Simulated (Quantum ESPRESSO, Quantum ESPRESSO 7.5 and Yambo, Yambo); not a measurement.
**AlAs (F-43m): Bethe-Salpeter spectra with Yambo**

Aim: the absorption spectrum of AlAs (F-43m) with electron-hole interaction, and what each part of the kernel does.

Main program and level: Quantum ESPRESSO 7.5 and Yambo 5.3.0; PBE and many-body steps on it, plane waves.

This is a report of a sequence of runs, with most program output left out.

### Step 1. Starting point

The structure is cubic, space group F-43m (No. 216). The conventional cell has a = 5.661 Å, b = 5.661 Å, c = 5.661 Å, α = 90.00°, β = 90.00°, γ = 90.00°. Nearest to Al lie 4 As at 2.45 Å. As has 4 Al at 2.45 Å nearest. Farther neighbours are not listed.

The cell and positions come from the Crystallography Open Database and are kept as given unless a step says otherwise.

### Step 2. Empty states on the mesh, 4×4×4 mesh, 115 bands

This step: Quantum ESPRESSO 7.5; DFT, PBE, plane waves, norm-conserving pseudopotentials.

The sums over transitions need many empty states on a uniform mesh; this step solves for them.

Input file pw.in:

```
&control
  calculation = 'nscf'
  prefix = 'x'
  outdir = 'o'
  pseudo_dir = 'pseudo'
/
&system
  ibrav = 0
  nat = 2
  ntyp = 2
  ecutwfc = 100.0
  nbnd = 115
  force_symmorphic = .true.
/
&electrons
  conv_thr = 1e-9
  electron_maxstep = 80
  diago_full_acc = .true.
  diago_thr_init = 5e-6
/
ATOMIC_SPECIES
  Al 26.982 Al.upf
  As 74.922 As.upf
CELL_PARAMETERS angstrom
  0.0000000000 2.8304000000 2.8304000000
  2.8304000000 0.0000000000 2.8304000000
  2.8304000000 2.8304000000 -0.0000000000
ATOMIC_POSITIONS crystal
  Al 0.0000000000 0.0000000000 0.0000000000
  As 0.2500000000 0.2500000000 0.2500000000
K_POINTS automatic
  4 4 4 0 0 0
```

On the command line:

```sh
OMP_NUM_THREADS=1 mpirun -n 4 pw.x -nk 4 -in pw.in > pw.out
```

Elapsed: 11 s, on 4 MPI ranks of Arm Neoverse V1, shared host; peak memory 0.46 GiB.

Numbers from this step:

| Quantity | Value |
| --- | --- |
| gap | 1.438 eV |
| k of the valence top | 0, 0, 0 |
| k of the conduction bottom | 0, -0.5, -0.5 |
| least direct gap | 2.050 eV |
| k points computed | 8 |
| lowest point of the top converged band, above the valence top | 87.2396 eV |

On this mesh the gap is 1.438 eV.

The density comes from a self-consistent run that is not shown.

### Step 3. Conversion and set-up

This step: Yambo 5.3.0; conversion and set-up on PBE, plane waves, norm-conserving pseudopotentials.

The states are converted to the many-body program's format and the q mesh is built.

On the command line:

```sh
(cd o/x.save; p2y > p2y.log; mv SAVE ../..); yambo > setup.log
```

Elapsed: 3.3 s, on 1 MPI rank; peak memory 0.26 GiB.

### Step 4. Screening and self-energy, 4×4×4 mesh, 115 bands, screening to 163.3 eV

Now the one-shot GW correction: screening in the RPA, then the self-energy of the levels asked for.

This step: G0W0 on PBE, plane waves, norm-conserving pseudopotentials.

Input file gw1.in:

```
HF_and_locXC
gw0
dyson
ppa
em1d
rim_cut
RandQpts= 1000000
RandGvec= 1 RL
EXXRLvcs= 100 Ry
VXCRLvcs= 400 Ry
Chimod= "HARTREE"
% BndsRnXp
 1 | 115 |
%
NGsBlkXp= 12 Ry
% LongDrXp
 1 | 1 | 1 |
%
% GbndRnge
 1 | 115 |
%
DysSolver= "n"
ExtendOut
PPAPntXp= 27.21138 eV
% QPkrange
 1 | 1 | 12 | 15 |
 7 | 7 | 12 | 15 |
%
```

On the command line:

```sh
OMP_NUM_THREADS=1 mpirun -n 4 yambo -F gw1.in -J gw1 -C gw1 > gw1.log
```

Run time: 85 s. Hardware: 4 MPI ranks; peak memory 1.8 GiB.

This step gave:

- G0W0 gap on the points computed: 1.956 eV
- starting gap on the mesh: 1.438 eV
- k of the valence top: 0, 0, 0
- k of the conduction bottom: 0, -0.5, -0.5
- least direct G0W0 gap on the computed points: 2.821 eV

The gap on the mesh goes from 1.44 eV to 1.96 eV, a correction of +0.52 eV.

The gap opens by 0.518 eV; the next steps shift the empty bands rigidly by 0.771 eV, the correction at the start's least direct gap.

### Step 5. Empty states on the mesh, 4×4×4 mesh, 23 bands

This step: Quantum ESPRESSO 7.5; DFT, PBE, plane waves, norm-conserving pseudopotentials.

pw.in, as its differences from that of step 2:

```diff
@@ -11,3 +11,3 @@
   ecutwfc = 100.0
-  nbnd = 115
+  nbnd = 23
   force_symmorphic = .true.
```

On the command line:

```sh
OMP_NUM_THREADS=1 mpirun -n 4 pw.x -nk 4 -in pw.in > pw.out
```

The job ended after 2 s (4 MPI ranks; peak memory 0.2 GiB).

This step gave:

* gap: 1.438 eV
* k of the valence top: 0, 0, 0
* k of the conduction bottom: 0, -0.5, -0.5
* least direct gap: 2.050 eV
* k points computed: 8
* lowest point of the top converged band, above the valence top: 11.45 eV

On this mesh the gap is 1.438 eV.

### Step 6. Conversion and set-up

This step: Yambo 5.3.0; conversion and set-up on PBE, plane waves, norm-conserving pseudopotentials.

On the command line:

```sh
(cd o/x.save; p2y > p2y.log; mv SAVE ../..); yambo > setup.log
```

Elapsed: 2.9 s, on 1 MPI rank; peak memory 0.26 GiB.

### Step 7. Excitons

Optical absorption needs the electron-hole interaction, solved here in a basis of vertical transitions on the mesh.

This step: Bethe-Salpeter equation on PBE with a scissors shift, plane waves, norm-conserving pseudopotentials.

Input file bse3.in:

```
optics
bss
bse
em1s
dipoles
rim_cut
RandQpts= 1000000
RandGvec= 1 RL
Chimod= "HARTREE"
BSKmod= "SEX"
BSEmod= "resonant"
BSSmod= "d"
BSENGexx= 20 Ry
BSENGBlk= 4 Ry
% BSEQptR
 1 | 1 |
%
% BSEBands
 11 | 17 |
%
% BEnRange
 0 | 5 | eV
%
% BDmRange
 0.1 | 0.1 | eV
%
BEnSteps= 101
% BLongDir
 1 | 0 | 0 |
%
% BndsRnXs
 10 | 23 |
%
NGsBlkXs= 4 Ry
% LongDrXs
 1 | 1 | 1 |
%
% KfnQP_E
 0.771 | 1.0 | 1.0 |
%
WRbsWF
FFTGvecs= 45 Ry
```

On the command line:

```sh
OMP_NUM_THREADS=1 mpirun -n 4 yambo -F bse3.in -J bse3 -C bse3 > bse3.log
```

Elapsed: 6 s, on 4 MPI ranks; peak memory 1.1 GiB; 20 s of CPU time.

This step gave:

```yaml
transitions_in_the_window: 768
direct_gap_of_the_transition_levels: 2.821 eV
lowest_state: 2.644 eV
first_strong_exciton_over_a_fiftieth_of_the_strongest_listed: 2.644 eV
binding_of_the_lowest_state_below_the_direct_gap: 0.1770 eV
coulomb_term_of_one_mesh_cell: 0.2018 eV
```

The binding is 0.88 times the screened Coulomb term of one mesh cell (0.20 eV), so it is not shown settled.

The lowest state lies at 2.644 eV, 0.177 eV under the direct gap.

Lines within 3 meV are set at the lowest of them, and the highest group, which the list may cut short, is left out. Lines of the exciton spectrum (strongest = 100):

| position (eV) | lines merged | strength, relative |
| --- | --- | --- |
| 2.644 | 3 | 37 |
| 3.479 | 3 | 100 |
| 3.527 | 3 | 0.0 |
| 3.544 | 2 | 0.0 |
| 3.701 | 3 | 11 |
| 3.714 | 3 | 0.0 |
| 3.719 | 3 | 0.0 |

The ε₂ has structure finer than the step of the table below, so its rows give means over 0.2 eV, whole bins alone (the curve runs from 0 to 5 eV). Peaks (eV: height): BSE 2.65: 36.9, 3.50: 94.3, 4.70: 48.3; no electron-hole interaction 2.80: 19.7, 3.85: 60.7, 4.95: 74.8.

Field along x; broadening 0.1 eV; transition window only. Limits: finite bands, cutoff and mesh; no spin-orbit coupling; coarse k mesh; exciton not shown settled in the k mesh. The ε₂ by photon energy; means over each step:

| photon energy (eV) | BSE | no electron-hole interaction |
| --- | --- | --- |
| 0.2 | 0.216 | 0.156 |
| 0.4 | 0.246 | 0.174 |
| 0.6 | 0.282 | 0.196 |
| 0.8 | 0.328 | 0.222 |
| 1.0 | 0.388 | 0.254 |
| 1.2 | 0.467 | 0.295 |
| 1.4 | 0.578 | 0.348 |
| 1.6 | 0.741 | 0.421 |
| 1.8 | 1.00 | 0.527 |
| 2.0 | 1.48 | 0.693 |
| 2.2 | 2.60 | 0.996 |
| 2.4 | 6.86 | 1.71 |
| 2.6 | 27.1 | 4.64 |
| 2.8 | 15.0 | 15.9 |
| 3.0 | 7.57 | 7.09 |
| 3.2 | 14.1 | 3.88 |
| 3.4 | 61.7 | 5.79 |
| 3.6 | 52.2 | 18.9 |
| 3.8 | 17.5 | 52.2 |
| 4.0 | 10.4 | 26.7 |
| 4.2 | 19.6 | 10.5 |
| 4.4 | 25.7 | 13.9 |
| 4.6 | 42.7 | 18.7 |
| 4.8 | 32.4 | 36.6 |

### Step 8. Triplet (no exchange term)

bse4.in, as its differences from bse3.in of step 7:

```diff
@@ -12,3 +12,3 @@
 BSSmod= "d"
-BSENGexx= 20 Ry
+BSENGexx= 1 RL
 BSENGBlk= 4 Ry
```

On the command line:

```sh
OMP_NUM_THREADS=1 mpirun -n 4 yambo -F bse4.in -J bse4,bse3_W -C bse4 > bse4.log
```

Wall time 3.6 s (4 MPI ranks); peak memory 1.2 GiB.

The lowest triplet lies at 2.615 eV; without spin-orbit coupling triplets are dark, so no spectrum is read.

### Step 9. Empty states on the mesh, 6×6×6 mesh, 23 bands

This step: Quantum ESPRESSO 7.5; DFT, PBE, plane waves, norm-conserving pseudopotentials.

pw.in, as its differences from that of step 5:

```diff
@@ -31,2 +31,2 @@
 K_POINTS automatic
-  4 4 4 0 0 0
+  6 6 6 0 0 0
```

On the command line:

```sh
OMP_NUM_THREADS=1 mpirun -n 4 pw.x -nk 4 -in pw.in > pw.out
```

Wall time 3.4 s (4 MPI ranks); peak memory 0.29 GiB.

Numbers from this step:

```
gap                                                           : 1.438 eV
k of the valence top                                          : 0, 0, 0
k of the conduction bottom                                    : 0, -0.5, -0.5
least direct gap                                              : 2.050 eV
k points computed                                             : 16
lowest point of the top converged band, above the valence top : 11.45 eV
```

On this mesh the gap is 1.438 eV.

### Step 10. Conversion and set-up

This step: Yambo 5.3.0; conversion and set-up on PBE, plane waves, norm-conserving pseudopotentials.

On the command line:

```sh
(cd o/x.save; p2y > p2y.log; mv SAVE ../..); yambo > setup.log
```

It took 3.2 s on 1 MPI rank; peak memory 0.26 GiB.

### Step 11. k mesh (6×6×6)

This step: Bethe-Salpeter equation on PBE with a scissors shift, plane waves, norm-conserving pseudopotentials.

bse6.in, as its differences from bse4.in of step 8:

```diff
@@ -12,3 +12,3 @@
 BSSmod= "d"
-BSENGexx= 1 RL
+BSENGexx= 20 Ry
 BSENGBlk= 4 Ry
```

On the command line:

```sh
OMP_NUM_THREADS=1 mpirun -n 4 yambo -F bse6.in -J bse6 -C bse6 > bse6.log
```

Run time: 70 s. Hardware: 4 MPI ranks; peak memory 1.7 GiB; 4.6 min of CPU time.

Numbers from this step:

- transitions in the window: 2592
- direct gap of the transition levels: 2.821 eV
- lowest state: 2.656 eV
- first strong exciton (over a fiftieth of the strongest listed): 2.656 eV
- binding of the lowest state below the direct gap: 0.1649 eV
- Coulomb term of one mesh cell: 0.1888 eV

The binding is 0.87 times the screened Coulomb term of one mesh cell (0.19 eV), so it is not shown settled.

The lowest state lies at 2.656 eV, 0.165 eV under the direct gap.

The ε₂ has structure finer than the step of the table below, so its rows give means over 0.2 eV, whole bins alone (the curve runs from 0 to 5 eV). Peaks (eV: height): BSE 2.65: 10.5, 3.50: 54.2, 4.55: 54.9; no electron-hole interaction 3.80: 32.8, 4.95: 52.7.

Field along x; broadening 0.1 eV; transition window only. Limits: finite bands, cutoff and mesh; no spin-orbit coupling; exciton not shown settled in the k mesh. Table of ε₂ by photon energy; means over each step:

| photon energy (eV) | BSE | no electron-hole interaction |
| --- | --- | --- |
| 0.2 | 0.133 | 0.0998 |
| 0.4 | 0.149 | 0.110 |
| 0.6 | 0.168 | 0.122 |
| 0.8 | 0.192 | 0.136 |
| 1.0 | 0.221 | 0.153 |
| 1.2 | 0.259 | 0.175 |
| 1.4 | 0.309 | 0.201 |
| 1.6 | 0.378 | 0.236 |
| 1.8 | 0.481 | 0.284 |
| 2.0 | 0.651 | 0.354 |
| 2.2 | 0.998 | 0.470 |
| 2.4 | 2.13 | 0.717 |
| 2.6 | 7.57 | 1.63 |
| 2.8 | 5.20 | 5.06 |
| 3.0 | 3.41 | 2.56 |
| 3.2 | 6.50 | 1.85 |
| 3.4 | 27.6 | 3.02 |
| 3.6 | 39.1 | 9.64 |
| 3.8 | 11.7 | 28.2 |
| 4.0 | 8.53 | 12.1 |
| 4.2 | 19.6 | 5.71 |
| 4.4 | 40.0 | 8.82 |
| 4.6 | 41.8 | 17.3 |
| 4.8 | 17.8 | 42.6 |

### Step 12. Triplet (no exchange term)

bse7.in, as its differences from bse6.in of step 11:

```diff
@@ -12,3 +12,3 @@
 BSSmod= "d"
-BSENGexx= 20 Ry
+BSENGexx= 1 RL
 BSENGBlk= 4 Ry
```

On the command line:

```sh
OMP_NUM_THREADS=1 mpirun -n 4 yambo -F bse7.in -J bse7,bse6_W -C bse7 > bse7.log
```

Elapsed: 63 s, on 4 MPI ranks; peak memory 1.6 GiB; 4.2 min of CPU time.

The lowest triplet lies at 2.648 eV; without spin-orbit coupling triplets are dark, so no spectrum is read.

### Step 13. Empty states on the mesh, 8×8×8 mesh, 23 bands

This step: Quantum ESPRESSO 7.5; DFT, PBE, plane waves, norm-conserving pseudopotentials.

pw.in, as its differences from that of step 9:

```diff
@@ -31,2 +31,2 @@
 K_POINTS automatic
-  6 6 6 0 0 0
+  8 8 8 0 0 0
```

On the command line:

```sh
OMP_NUM_THREADS=1 mpirun -n 4 pw.x -nk 4 -in pw.in > pw.out
```

Run time: 6.2 s. Hardware: 4 MPI ranks; peak memory 0.29 GiB.

This step gave:

- gap: 1.438 eV
- k of the valence top: 0, 0, 0
- k of the conduction bottom: 0, -0.5, -0.5
- least direct gap: 2.050 eV
- k points computed: 29
- lowest point of the top converged band, above the valence top: 11.45 eV

On this mesh the gap is 1.438 eV.

### Step 14. Conversion and set-up

This step: Yambo 5.3.0; conversion and set-up on PBE, plane waves, norm-conserving pseudopotentials.

On the command line:

```sh
(cd o/x.save; p2y > p2y.log; mv SAVE ../..); yambo > setup.log
```

The job ended after 3.8 s (1 MPI rank; peak memory 0.27 GiB).

### Step 15. k mesh (8×8×8)

This step: Bethe-Salpeter equation on PBE with a scissors shift, plane waves, norm-conserving pseudopotentials.

bse9.in, as its differences from bse7.in of step 12:

```diff
@@ -12,3 +12,3 @@
 BSSmod= "d"
-BSENGexx= 1 RL
+BSENGexx= 20 Ry
 BSENGBlk= 4 Ry
@@ -18,3 +18,3 @@
 % BSEBands
- 11 | 17 |
+ 11 | 15 |
 %
```

On the command line:

```sh
OMP_NUM_THREADS=1 mpirun -n 4 yambo -F bse9.in -J bse9 -C bse9 > bse9.log
```

Elapsed: 2 min, on 4 MPI ranks; peak memory 1.9 GiB; 8 min of CPU time.

This step gave:

```
transitions in the window                                      : 3072
direct gap of the transition levels                            : 2.821 eV
lowest state                                                   : 2.682 eV
first strong exciton (over a fiftieth of the strongest listed) : 2.682 eV
binding of the lowest state below the direct gap               : 0.1390 eV
Coulomb term of one mesh cell                                  : 0.1586 eV
```

The binding is 0.88 times the screened Coulomb term of one mesh cell (0.16 eV), so it is not shown settled.

The lowest state lies at 2.682 eV, 0.139 eV under the direct gap.

The ε₂ has structure finer than the step of the table below, so its rows give means over 0.2 eV, whole bins alone (the curve runs from 0 to 5 eV). Peaks (eV: height): BSE 3.55: 36.5, 4.40: 42.7; no electron-hole interaction 3.75: 19.1, 4.95: 40.1.

Field along x; broadening 0.1 eV; transition window only. Limits: finite bands, cutoff and mesh; no spin-orbit coupling; exciton not shown settled in the k mesh. ε₂ against photon energy; means over each step:

| photon energy (eV) | BSE | no electron-hole interaction |
| --- | --- | --- |
| 0.2 | 0.103 | 0.0785 |
| 0.4 | 0.114 | 0.0862 |
| 0.6 | 0.128 | 0.0952 |
| 0.8 | 0.145 | 0.106 |
| 1.0 | 0.166 | 0.118 |
| 1.2 | 0.191 | 0.134 |
| 1.4 | 0.224 | 0.152 |
| 1.6 | 0.268 | 0.176 |
| 1.8 | 0.330 | 0.208 |
| 2.0 | 0.423 | 0.251 |
| 2.2 | 0.591 | 0.319 |
| 2.4 | 1.03 | 0.448 |
| 2.6 | 3.13 | 0.870 |
| 2.8 | 2.97 | 2.37 |
| 3.0 | 2.20 | 1.40 |
| 3.2 | 4.15 | 1.27 |
| 3.4 | 16.5 | 2.25 |
| 3.6 | 27.4 | 7.82 |
| 3.8 | 10.4 | 16.6 |
| 4.0 | 9.91 | 7.01 |
| 4.2 | 29.0 | 5.57 |
| 4.4 | 39.4 | 12.4 |
| 4.6 | 25.3 | 24.9 |
| 4.8 | 15.9 | 32.5 |

The window of bands is narrower than in the first exciton run, so this row is not like for like with it.

The program warns that the window of bands cuts a degenerate level, which breaks the symmetry of states and spectrum.

### Step 16. Triplet (no exchange term)

bse10.in, as its differences from bse9.in of step 15:

```diff
@@ -12,3 +12,3 @@
 BSSmod= "d"
-BSENGexx= 20 Ry
+BSENGexx= 1 RL
 BSENGBlk= 4 Ry
```

On the command line:

```sh
OMP_NUM_THREADS=1 mpirun -n 4 yambo -F bse10.in -J bse10,bse9_W -C bse10 > bse10.log
```

Elapsed: 99 s, on 4 MPI ranks; peak memory 1.9 GiB; 6.6 min of CPU time.

The lowest triplet lies at 2.678 eV; without spin-orbit coupling triplets are dark, so no spectrum is read.

The program warns that the window of bands cuts a degenerate level, which breaks the symmetry of states and spectrum.

### Step 17. Empty states on the mesh, 10×10×10 mesh, 23 bands

This step: Quantum ESPRESSO 7.5; DFT, PBE, plane waves, norm-conserving pseudopotentials.

pw.in, as its differences from that of step 13:

```diff
@@ -31,2 +31,2 @@
 K_POINTS automatic
-  8 8 8 0 0 0
+  10 10 10 0 0 0
```

On the command line:

```sh
OMP_NUM_THREADS=1 mpirun -n 4 pw.x -nk 4 -in pw.in > pw.out
```

It took 8.6 s on 4 MPI ranks; peak memory 0.3 GiB.

This step gave:

| Property | Result |
| --- | --- |
| gap | 1.438 eV |
| k of the valence top | 0, 0, 0 |
| k of the conduction bottom | 0, -0.5, -0.5 |
| least direct gap | 2.050 eV |
| k points computed | 47 |
| lowest point of the top converged band, above the valence top | 11.45 eV |

On this mesh the gap is 1.438 eV.

### Step 18. Conversion and set-up

This step: Yambo 5.3.0; conversion and set-up on PBE, plane waves, norm-conserving pseudopotentials.

On the command line:

```sh
(cd o/x.save; p2y > p2y.log; mv SAVE ../..); yambo > setup.log
```

Wall time 4.7 s (1 MPI rank); peak memory 0.28 GiB.

### Step 19. k mesh (10×10×10)

This step: Bethe-Salpeter equation on PBE with a scissors shift, plane waves, norm-conserving pseudopotentials.

bse12.in, as its differences from bse10.in of step 16:

```diff
@@ -12,3 +12,3 @@
 BSSmod= "d"
-BSENGexx= 1 RL
+BSENGexx= 20 Ry
 BSENGBlk= 4 Ry
@@ -18,3 +18,3 @@
 % BSEBands
- 11 | 15 |
+ 12 | 15 |
 %
```

On the command line:

```sh
OMP_NUM_THREADS=1 mpirun -n 4 yambo -F bse12.in -J bse12 -C bse12 > bse12.log
```

It took 4.4 min on 4 MPI ranks; peak memory 2.5 GiB; 17 min of CPU time.

This step gave:

| Property | Result |
| --- | --- |
| transitions in the window | 4000 |
| direct gap of the transition levels | 2.821 eV |
| lowest state | 2.706 eV |
| first strong exciton (over a fiftieth of the strongest listed) | 2.706 eV |
| binding of the lowest state below the direct gap | 0.1151 eV |
| Coulomb term of one mesh cell | 0.1315 eV |

The binding is 0.88 times the screened Coulomb term of one mesh cell (0.13 eV), so it is not shown settled.

The lowest state lies at 2.706 eV, 0.115 eV under the direct gap.

The window of bands is narrower than in the first exciton run, so this row is not like for like with it.

The program warns that the window of bands cuts a degenerate level, which breaks the symmetry of states and spectrum.

### Step 20. Triplet (no exchange term)

bse13.in, as its differences from bse12.in of step 19:

```diff
@@ -12,3 +12,3 @@
 BSSmod= "d"
-BSENGexx= 20 Ry
+BSENGexx= 1 RL
 BSENGBlk= 4 Ry
```

On the command line:

```sh
OMP_NUM_THREADS=1 mpirun -n 4 yambo -F bse13.in -J bse13,bse12_W -C bse13 > bse13.log
```

Run time: 3.5 min. Hardware: 4 MPI ranks; peak memory 2.3 GiB.

The lowest triplet lies at 2.704 eV; without spin-orbit coupling triplets are dark, so no spectrum is read.

The program warns that the window of bands cuts a degenerate level, which breaks the symmetry of states and spectrum.

### Step 21. Empty states on the mesh, 12×12×12 mesh, 23 bands

This step: Quantum ESPRESSO 7.5; DFT, PBE, plane waves, norm-conserving pseudopotentials.

pw.in, as its differences from that of step 17:

```diff
@@ -31,2 +31,2 @@
 K_POINTS automatic
-  10 10 10 0 0 0
+  12 12 12 0 0 0
```

On the command line:

```sh
OMP_NUM_THREADS=1 mpirun -n 4 pw.x -nk 4 -in pw.in > pw.out
```

Wall time 12 s (4 MPI ranks); peak memory 0.31 GiB.

This step gave:

```
gap                                                           : 1.438 eV
k of the valence top                                          : 0, 0, 0
k of the conduction bottom                                    : 0, -0.5, -0.5
least direct gap                                              : 2.050 eV
k points computed                                             : 72
lowest point of the top converged band, above the valence top : 11.45 eV
```

On this mesh the gap is 1.438 eV.

### Step 22. Conversion and set-up

This step: Yambo 5.3.0; conversion and set-up on PBE, plane waves, norm-conserving pseudopotentials.

On the command line:

```sh
(cd o/x.save; p2y > p2y.log; mv SAVE ../..); yambo > setup.log
```

The job ended after 5.9 s (1 MPI rank; peak memory 0.3 GiB).

### Step 23. k mesh (12×12×12)

This step: Bethe-Salpeter equation on PBE with a scissors shift, plane waves, norm-conserving pseudopotentials.

bse15.in, as its differences from bse13.in of step 20:

```diff
@@ -12,3 +12,3 @@
 BSSmod= "d"
-BSENGexx= 1 RL
+BSENGexx= 20 Ry
 BSENGBlk= 4 Ry
```

On the command line:

```sh
OMP_NUM_THREADS=1 mpirun -n 4 yambo -F bse15.in -J bse15 -C bse15 > bse15.log
```

Elapsed: 18 min, on 4 MPI ranks; peak memory 4.7 GiB; 73 min of CPU time.

Numbers from this step:

* transitions in the window: 6912
* direct gap of the transition levels: 2.821 eV
* lowest state: 2.724 eV
* first strong exciton (over a fiftieth of the strongest listed): 2.724 eV
* binding of the lowest state below the direct gap: 0.09747 eV
* Coulomb term of one mesh cell: 0.1109 eV

The binding is 0.88 times the screened Coulomb term of one mesh cell (0.11 eV), so it is not shown settled.

The lowest state lies at 2.724 eV, 0.097 eV under the direct gap.

The window of bands is narrower than in the first exciton run, so this row is not like for like with it.

The program warns that the window of bands cuts a degenerate level, which breaks the symmetry of states and spectrum.

[end of part 1 of 2]

[Paths, hosts, dates, memory and timing lines, banners, echoed tables and standing remarks are left out of the program output.]

[Logs are printed without paths, hosts, clocks, repeated set-up lines and the standing remarks that a program may print on its own settings, such as how far it seeks lower states.]

[Runs of the session that timed out or met a known fault of the program may be left out.]

[Hosts, paths, dates, database ids (printed as entryN), source tags and the programs' standing remarks are cut or masked in the printed files.]
